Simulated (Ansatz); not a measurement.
**Ti**

```xyz
1
Lattice="0.0000 2.0300 2.0300 2.0300 0.0000 2.0300 2.0300 2.0300 0.0000" Properties=species:S:1:pos:R:3 pbc="T T T"
Ti    0.0000    0.0000    0.0000
```

The cell is COD entry 1534878, as deposited and not checked against the literature; nothing was relaxed.

These are results of Ansatz 0.2.0, DFT, PBE, all-electron LAPW, scalar-relativistic, not measurements.

Sampling and basis: a Γ-centred 15×15×15 k mesh, Fermi–Dirac smearing of 0.05 eV, basis error target 0.25 meV/atom, no spin polarisation.

```
Band gap        : none: bands cross the Fermi level, a metal
Volume per atom : 16.73 Å³
```

**Question.** Give the computed value. Pressure at this cell.

**Answer.** 4.47 GPa.

**Question.** Density of states at the Fermi level (0.2 eV bin): what does the calculation give?

**Answer.** 1.71 states/eV per cell.
